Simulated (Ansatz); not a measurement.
**HgTe (model cell, started as NiAs type): a soft mode frozen in**

Which phase does HgTe (model cell, started as NiAs type) fall into along its unstable mode, and how much energy does it gain?

Calculated with Ansatz 0.2.0; DFT PBE, scalar-relativistic, plane waves, PAW.

Report form: the programs' logs are mostly left out.

The structure was built from a prototype and need not be the compound's stable phase.

## (1) The structure

Symmetry: P6_3/mmc, No. 194, hexagonal system. Conventional cell: a = 4.265 Å, b = 4.265 Å, c = 7.467 Å, α = 90.00°, β = 90.00°, γ = 120.00°. Nearest to Hg lie 6 Te at 3.09 Å. Nearest to Te lie 6 Hg at 3.09 Å. Farther neighbours and most contacts between anions are not listed.

## (2) Phonons on a q mesh

The cell comes from relaxations at this level that are not shown. The mesh has a single point along some directions, so zone-edge points there are not solved. Linear response on a 2×2×1 q mesh gives force constants as far as a supercell of that size would.

Input file input.yaml:

```yaml
crystal:
  lattice:
    - [4.2647185345, 2.7785e-06, 0.0]
    - [-2.1323616735, 3.6933532016, 0.0]
    - [0.0, 0.0, 7.4670364397]
  atoms:
    - { symbol: Hg, position: [0.0, 0.0, 0.0] }
    - { symbol: Hg, position: [0.0, 0.0, 0.5] }
    - { symbol: Te, position: [0.3333333333, 0.6666666667, 0.25] }
    - { symbol: Te, position: [0.6666666667, 0.3333333333, 0.75] }
kpoints:
  mp_grid: { grid: [10, 10, 6] }
hamiltonian:
  xc: pbe
scf:
  occupations: { method: methfessel_paxton, width: 0.15 }
output:
  eigenvalues: true
phonons:
  method: dfpt
  qmesh: [2, 2, 1]
  temperatures: { t_max: 1000, t_step: 50 }
  qpath:
    path:
      - [[0.0, 0.0, 0.0], [0.5, 0.0, 0.0], [0.33333333, 0.33333333, 0.0], [0.0, 0.0, 0.0], [0.0, 0.0, 0.5], [0.5, 0.0, 0.5], [0.33333333, 0.33333333, 0.5], [0.0, 0.0, 0.5]]
      - [[0.5, 0.0, 0.5], [0.5, 0.0, 0.0]]
      - [[0.33333333, 0.33333333, 0.5], [0.33333333, 0.33333333, 0.0]]
    npoints: 10
```

The run is started by

```bash
> ansatz run input.yaml --threads 4 --pin off --max-ram 7168MiB --backend cpu --events-out ev --progress --plain --runs-dir out
```

Run time: 90 s. Hardware: 4 threads of AMD EPYC 9R45, shared host; peak memory 3.4 GiB.

Numbers from this step:

| Item | Value |
| --- | --- |
| volume per atom | 29.40 Å³ |
| gap on the k-mesh | 0 eV |
| sum-rule residual before enforcement | 3.69e-4 eV/Å² |
| point group | 6/mmm |
| highest optical mode at the zone centre (no LO-TO term) | 86 cm⁻¹ |
| lowest optical zone-centre mode | 28.94 cm⁻¹ |
| lowest mode on the q mesh (acoustic modes at Γ apart) | -31.77 cm⁻¹ |
| highest frequency at a solved wavevector (no LO-TO term at Γ) | 112.3 cm⁻¹ |

Frequencies (cm⁻¹) solved at each irreducible wavevector; negative means imaginary. Frequencies by wavevector, by row:

```csv
q in reciprocal lattice units,star,mode 1,mode 2,mode 3,mode 4,mode 10,mode 11,mode 12
0 0 0,1,0,0,0,28.9,77.1,83.5,86
0 -0.5 0,3,-31.8,20.9,32.8,34,91.6,97.4,112.3
```

Symmetry leaves 2 wavevectors to solve. The lowest mode among them, the acoustic zeros apart, lies at q = (0, -0.5, 0) and is imaginary, 31.8i cm⁻¹, so the energy falls along it.

## (3) The mode frozen in, largest atomic shift 0 Å

The mode followed lies at q = (0, -0.5, 0) with frequency 31.8i cm⁻¹, the softest among the wavevectors solved. At small amplitude the distorted cell has space group no. 58 by a symmetry search on the positions. The undistorted cell that holds it gives the zero of energy on the same k mesh.

System of this step: HgTe (model cell, started as NiAs type). It takes space group P6_3/mmc (No. 194, hexagonal). The conventional cell has a = 4.265 Å, b = 4.265 Å, c = 7.467 Å, α = 90.00°, β = 90.00°, γ = 120.00°. Nearest to Hg lie 6 Te at 3.09 Å. Te has 6 Hg at 3.09 Å nearest. Farther neighbours and most contacts between anions are not listed.

Input file input.yaml:

```yaml
crystal:
  lattice:
    - [4.2647185345, 2.7785e-06, 0.0]
    - [-4.8125e-06, 7.3867091818, 0.0]
    - [0.0, 0.0, 7.4670364397]
  atoms:
    - { symbol: Hg, position: [0.5, 0.5, 0.0] }
    - { symbol: Hg, position: [0.0, 0.0, 0.0] }
    - { symbol: Hg, position: [0.5, 0.5, 0.5] }
    - { symbol: Hg, position: [0.0, 0.0, 0.5] }
    - { symbol: Te, position: [1.0, 0.3333333333, 0.25] }
    - { symbol: Te, position: [0.5, 0.8333333333, 0.25] }
    - { symbol: Te, position: [0.5, 0.1666666667, 0.75] }
    - { symbol: Te, position: [1.0, 0.6666666667, 0.75] }
kpoints:
  mp_grid: { grid: [8, 4, 4] }
hamiltonian:
  xc: pbe
scf:
  occupations: { method: methfessel_paxton, width: 0.15 }
output:
  forces: true
  stress: true
  eigenvalues: true
```

Run time: 3 s. Hardware: 4 threads; peak memory 1.1 GiB.

This step gave:

| Quantity | Value |
| --- | --- |
| pressure | 0.01835 GPa |
| energy from the undistorted cell | 0 meV/atom |

The run ends at a pressure of 0.02 GPa, with forces up to 0.030 eV/Å.

## (4) The mode frozen in, largest atomic shift 0.22 Å

The atoms are moved along the unstable eigenvector, the largest shift by 0.22 Å, with the cell fixed.

input.yaml, the sections that differ from step 3:

```yaml
crystal:
  lattice:
    - [4.2647185345, 2.7785e-06, 0.0]
    - [-4.8125e-06, 7.3867091818, 0.0]
    - [0.0, 0.0, 7.4670364397]
  atoms:
    - { symbol: Hg, position: [0.5, 0.5, 0.0] }
    - { symbol: Hg, position: [0.0, 0.0, 0.0] }
    - { symbol: Hg, position: [0.5, 0.5, 0.5] }
    - { symbol: Hg, position: [0.0, 0.0, 0.5] }
    - { symbol: Te, position: [1.0, 0.3333333333, 0.2205371734] }
    - { symbol: Te, position: [0.5, 0.8333333333, 0.2794628266] }
    - { symbol: Te, position: [0.5, 0.1666666667, 0.7205371734] }
    - { symbol: Te, position: [1.0, 0.6666666667, 0.7794628266] }
# kpoints, hamiltonian, scf, output: as in step 3
```

Run time: 3.1 s. Hardware: 4 threads; peak memory 1.2 GiB; 12 s of CPU time.

Numbers from this step:

```yaml
pressure: 0.9728 GPa
energy_from_the_undistorted_cell: -2.261 meV/atom
```

The energy, extrapolated to zero smearing, is -2.26 meV/atom against the undistorted cell.

The run ends at a pressure of 0.97 GPa, with forces up to 0.26 eV/Å.

## (5) Energy along the mode, all amplitudes (two of the runs are shown above)

An imaginary frequency means negative curvature, so the energy should fall and then rise again as anharmonic terms take over.

This step gave:

```
depth at the lowest point sampled  : 2.261 meV/atom
largest atomic shift at that point : 0.22 Å
```

Energy from the parent against largest atomic shift:

```csv
largest atomic shift (Å),energy from the parent (meV/atom)
0.000,0
0.040,-0.203
0.080,-0.855
0.140,-2.26
0.220,-2.26
0.320,6.00
```

Displacement at unit largest shift by atom:

```csv
atom,x (Å),y (Å),z (Å),size
Hg1,0.00,0.00,0.00,0.00
Hg2,0.00,0.00,0.00,0.00
Hg3,0.00,0.00,0.00,0.00
Hg4,0.00,0.00,0.00,0.00
Te5,0.00,0.00,-1.00,1.00
Te6,0.00,0.00,1.00,1.00
Te7,0.00,0.00,-1.00,1.00
Te8,0.00,0.00,1.00,1.00
```

The lowest of the steps tried is at 0.22 Å, 2.26 meV/atom below the parent; the bottom of the well need not coincide with a step.

## (6) Relaxation from the frozen mode

Starting from the lowest point found, all atoms and the cell are let go, so that strain and other modes of the same symmetry can join in.

input.yaml, as its differences from that of step 4:

```diff
@@ -24 +24,10 @@
   eigenvalues: true
+  write_density: true
+  write_potential: true
+  elf: true
+  volumetric_format: npy
+relax:
+  adjacent_minimum: "off"
+  f_tol: 0.002
+  max_steps: 120
+  cell: { stress_tol: 0.03 }
```

Run time: 63 s. Hardware: 4 threads; peak memory 1.3 GiB.

The steps of the relaxation:

```csv
step,energy less that of the first step (eV),largest force component (eV/Å),pressure (GPa),volume (Å³)
1,0.0000,0.2502,0.97,235.23
2,-0.0959,0.2098,-0.42,242.00
3,-0.2346,0.3178,-0.37,246.86
4,-0.1715,0.7115,1.41,256.62
5,-0.3489,0.2450,-0.18,252.52
6,-0.4144,0.1031,0.09,257.16
7,-0.4272,0.0657,-0.11,262.56
8,-0.4306,0.0071,0.12,263.25
9,-0.4317,0.0110,-0.01,264.76
10,-0.4317,0.0086,-0.01,264.58
11,-0.4318,0.0001,0.00,264.56
12*,-0.4410,0.0005,0.05,264.56
13,-0.4419,0.0030,0.02,265.73
14,-0.4419,0.0010,0.00,266.36
15*,-0.4423,0.0010,0.00,266.36
```

Relaxation steps marked * repeat the geometry before them on a plane-wave basis chosen anew for their cell, so energy and pressure can jump there. Relaxation step 4 was tried and not accepted.

Forces are held to the 8 operations that the run works with; a distortion that breaks them can't arise in this run.

```csv
cell as run,before,after,change
a (Å),4.265,4.395,+3.1 %
b (Å),7.387,7.201,-2.5 %
c (Å),7.467,8.416,+12.7 %
volume (Å³/atom),29.40,33.29,+13.2 %
```

The atoms that moved most (Å, as changes of fractional coordinates times the final cell):

```csv
atom,dx,dy,dz,length
Te7,0.000,0.186,-0.320,0.370
Te5,0.000,-0.186,-0.320,0.370
Te8,0.000,0.186,0.320,0.370
Te6,0.000,-0.186,0.320,0.370
```

This step gave:

```yaml
pressure: -0.001795 GPa
volume_per_atom: 33.29 Å³
```

ELF in the bc plane at fractional x = 0.000, with atoms of Hg and Te within 0.2 Å of it. It is the smooth field of the valence electrons, not physical close to the nuclei.

Ten even steps from '_' (0.01) to '@' (0.73), each cell a mean:
```
%%##++----::::::..__..++######**++==++%%
****==--::..______..++####**++**##++==**
====--::__________--####++::::==****====
--::..____________==%%##--____::++##++--
..________________==####--____::**##++::
__________________--####**----++####==..
....______________..++%%%%####%%%%**::..
::::::..____________::**%%@@@@@@**::..::
====--::..____________::==****==::::--==
**++==--..________________......::--++**
%%##++--::____________________..::==**##
@@##++--::____________________..--==**%%
##**++--..____________________..::==++##
++++--::..::----..____________..::--==++
----::::++%%@@%%++::____________..::::--
....::**@@@@%%%%%%**::____________......
__..++%%##**++**##%%++..________________
..::**##++::__::**##**::________________
::--****==______++####::____________....
----****==..__::**##**::__________::----
++====****====++####==..________::--==++
##**==++##****####++..____....::--==**##
@@##++==++******==..__..--======--==**%%
```
Columns run along b (7.2 Å), rows up along c (8.4 Å). Atoms in or near the plane, at fractional coordinates: Hg at (0.00, 0.00), Hg at (0.00, 0.50), Te at (0.31, 0.18), Te at (0.69, 0.82).

Electrostatic potential energy in the bc plane at fractional x = 0.000, with atoms of Hg and Te within 0.2 Å of it. With pseudopotentials it is smooth inside the atoms' cores, unlike the true potential.

Ten even steps from '0' (-36 eV) to '9' (22 eV), each cell a mean:
```
00367888888877777510
02578888888754456641
56788888887558855665
77888888887579984677
88888888887579984678
88888888887547755788
88888888888754457788
77888888888877778877
56788888888888888775
02578888888888887641
00378888888888887510
00268888888888887500
00478888888888887620
24678888888888888753
77788777888888888877
88877666778888888888
88875554578888888888
88765898467888888888
87756999567888888888
67755898467888888877
24665565578888888753
00466656788888887620
00267777888888887500
```
Columns run along b (7.2 Å; values clipped at the 3rd and 97th percentile), rows up along c (8.4 Å). Atoms in or near the plane, at fractional coordinates: Hg at (0.00, 0.00), Hg at (0.00, 0.50), Te at (0.31, 0.18), Te at (0.69, 0.82).

Valence density in the bc plane at fractional x = 0.000, with atoms of Hg and Te within 0.2 Å of it. It is the smooth field of the valence electrons, not physical close to the nuclei.

Ten steps, logarithmic in the rise over the least value, from '0' (0 e/Å³) to '9' (16 e/Å³), each cell a mean:
```
98521000000112222379
76310000001233432356
43100000001357753223
11000000001369974211
00000000001369974210
00000000001247753110
00000000000123332100
11000000000011211111
43210000000000001123
76310000000000001257
98520000000000001379
98620000000000001479
87420000000000001368
54210000000000000135
22111111000000000112
00112222110000000000
00123454310000000000
00125887421000000000
11136998521000000000
22235897421000000012
64333564311000000135
87422222210000001368
98631111100000111479
```
Columns run along b (7.2 Å), rows up along c (8.4 Å). Atoms in or near the plane, at fractional coordinates: Hg at (0.00, 0.00), Hg at (0.00, 0.50), Te at (0.31, 0.18), Te at (0.69, 0.82).

The distorted start has space group Pnnm; the relaxation ends in Pnnm.

## (7) The new phase in its own primitive cell

The relaxed structure is symmetrised, reduced to its primitive cell and relaxed tightly, as its phonons need.

Input file input.yaml:

```yaml
crystal:
  lattice:
    - [7.2010349728, 0.0, 0.0]
    - [0.0, 8.415637009, 0.0]
    - [0.0, 0.0, 4.3952376083]
  atoms:
    - { symbol: Hg, position: [0.5, 0.0, 0.5] }
    - { symbol: Hg, position: [0.0, 0.0, 0.0] }
    - { symbol: Hg, position: [0.5, 0.5, 0.5] }
    - { symbol: Hg, position: [0.0, 0.5, 0.0] }
    - { symbol: Te, position: [0.3074785468, 0.1825676721, 0.0] }
    - { symbol: Te, position: [0.8074785468, 0.3174323279, 0.5] }
    - { symbol: Te, position: [0.1925214532, 0.6825676721, 0.5] }
    - { symbol: Te, position: [0.6925214532, 0.8174323279, 0.0] }
kpoints:
  mp_grid: { grid: [4, 4, 8] }
hamiltonian:
  xc: pbe
scf:
  occupations: { method: methfessel_paxton, width: 0.15 }
output:
  forces: true
  stress: true
  eigenvalues: true
relax:
  adjacent_minimum: "off"
  f_tol: 0.001
  max_steps: 60
  cell: { stress_tol: 0.01 }
```

The job ended after 15 s (4 threads; peak memory 1.3 GiB; 57 s of CPU time).

Little changed from the start: no atom moved by 0.005 Å and no cell edge by 0.1 %.

This step gave:

| Quantity | Value |
| --- | --- |
| pressure | -7.33e-4 GPa |

The largest force component left is 0.73 meV/Å and the pressure is -0.001 GPa, within the tolerances set. The cell now holds 33.29 Å³/atom.

## (8) Modes of the new phase, k-mesh 4×4×8

A relaxed structure may still be a saddle point, so its zone-centre modes are computed. No field response is asked, since the mesh shows no gap.

Input file input.yaml:

```yaml
crystal:
  lattice:
    - [7.2016543733, 0.0, 0.0]
    - [0.0, 8.4160126624, 0.0]
    - [0.0, 0.0, 4.3940594536]
  atoms:
    - { symbol: Hg, position: [0.5, 0.0, 0.5] }
    - { symbol: Hg, position: [0.0, 0.0, 0.0] }
    - { symbol: Hg, position: [0.5, 0.5, 0.5] }
    - { symbol: Hg, position: [0.0, 0.5, 0.0] }
    - { symbol: Te, position: [0.3073962937, 0.1826102632, 0.0] }
    - { symbol: Te, position: [0.8073962937, 0.3173897368, 0.5] }
    - { symbol: Te, position: [0.1926037063, 0.6826102632, 0.5] }
    - { symbol: Te, position: [0.6926037063, 0.8173897368, 0.0] }
kpoints:
  mp_grid: { grid: [4, 4, 8] }
hamiltonian:
  xc: pbe
scf:
  occupations: { method: methfessel_paxton, width: 0.15 }
output:
  eigenvalues: true
phonons:
  method: dfpt
```

Elapsed: 1.9 min, on 4 threads; peak memory 3.4 GiB; 7.4 min of CPU time.

Numbers from this step:

```yaml
sum_rule_residual_before_enforcement: 2.72e-4 eV/Å²
point_group: mmm
highest_optical_mode_at_the_zone_centre_no_lo_to_term: 180.1 cm⁻¹
lowest_optical_zone_centre_mode: -49.98 cm⁻¹
```

Patterns of degenerate modes are one choice out of their space. The modes at Γ (shares of kinetic energy by element, %) (negative means imaginary):

```csv
mode,frequency (cm⁻¹),symmetry,Hg %,Te %
1,-50.0,B3g,0,100
2,-29.9,B2g,0,100
3,-27.1,B3u,82,18
4,-11.1,B2u,93,7
5,0.0,acoustic,61,39
6,0.0,acoustic,61,39
7,0.0,acoustic,61,39
8,18.7,Au,70,30
9,30.5,B3u,98,2
10,32.7,not assigned,89,11
11,32.8,not assigned,63,37
12,38.8,B1u,91,9
13,45.3,B2u,69,31
14,51.4,B3u,61,39
15,81.3,B1u,48,52
16,81.6,Au,41,59
17,83.0,B2u,61,39
18,84.5,Ag,0,100
19,90.4,B3u,44,56
20,93.3,B1g,0,100
21,112.6,Ag,0,100
22,123.2,B1g,0,100
23,179.7,B2u,53,47
24,180.1,B3u,54,46
```

Displacements in mode 1 (-50.0 cm⁻¹), the largest set to 1:
```
Hg1  0.00  0.00  0.00
Hg2  0.00  0.00  0.00
Hg3  0.00  0.00  0.00
Hg4  0.00  0.00  0.00
Te5  0.00  0.00 -1.00
Te6  0.00  0.00  1.00
Te7  0.00  0.00 -1.00
Te8  0.00  0.00  1.00
```

Displacements in mode 14 (51.4 cm⁻¹), the largest set to 1:
```
Hg1  0.87 -0.84  0.00
Hg2 -0.61 -0.47  0.00
Hg3 -0.61  0.47  0.00
Hg4  0.87  0.84  0.00
Te5 -0.21 -1.00  0.00
Te6 -0.21  1.00  0.00
Te7 -0.21  1.00  0.00
Te8 -0.21 -1.00  0.00
```

Before it was imposed, the acoustic sum rule was missed by 2.7e-4 eV/Å². Small misses are needed for a sound result but don't prove that mesh and cutoff are converged. The lowest optical mode is imaginary, 50.0i cm⁻¹, so the energy falls along it.

## (9) The phases reached

The phases reached along the modes that were followed are set side by side.

Energies are those of the first relaxation, on the mesh of the frozen mode; space group, volume and gap are those of the last relaxation. Phases, by row:

```csv
mode frozen in,space group,energy from parent (meV/atom),volume (Å³/atom),gap on mesh (eV),lowest zone-centre optical mode (cm⁻¹),largest shift (Å)
parent,P6_3/mmc,0,29.4,0,–,–
"q = (0, -0.5, 0), 32i cm⁻¹",Pnnm,-57.66,33.29,0,-50,0.597
```

## (10) Outcome

| Quantity | Value |
| --- | --- |
| unstable mode of the parent | q = (0, -0.5, 0), 32i cm⁻¹ |
| depth at the lowest point sampled | 2.26 meV/atom |
| largest atomic shift at that point | 0.22 Å |
| space group reached (within 0.01 Å) | Pnnm |
| energy gained over the parent (first relaxation, on the mesh of the frozen mode) | 57.7 meV/atom |
| volume per atom, phase reached | 33.3 Å³ |
| lowest optical zone-centre mode, phase reached | -50.0 cm⁻¹ |
| highest optical mode at the zone centre (no LO-TO term), phase reached | 180 cm⁻¹ |

In words: Along this mode the structure falls into Pnnm, 57.7 meV/atom below the parent. At the parent's cell the well is 2.261 meV/atom deep on the steps tried, with its lowest point at a shift of 0.22 Å. Relaxing atoms and cell changes the gain by +55.40 meV/atom against the lowest step (energies at zero smearing). Most of the total comes from this relaxation. The new phase still has an imaginary mode at the zone centre of its cell, so it is a saddle point on the way to a lower structure. Each path keeps the symmetry of its pattern, so a lower phase may lie along a pattern not tried. The q mesh is too sparse to interpolate, so only the solved wavevectors are given. With no gap, or one that is small against the smearing, the frequencies hang on the k mesh and the smearing, most of all near Kohn anomalies. A semilocal functional can close a gap that the real compound would have, so the metallic treatment may be an artefact of the level. Spin-orbit coupling is left out, which can matter for the heavy elements here. A phonon run warned that its eigensolver left some bands unconverged in a pass. The starting cell was built on a prototype and not taken from a measurement, so the phase need not exist.

[Logs are printed without paths, hosts, clocks, repeated set-up lines and the standing remarks that a program may print on its own settings, such as how far it seeks lower states.]

[Hosts, paths, dates, database ids (printed as entryN), source tags and the programs' standing remarks are cut or masked in the printed files.]
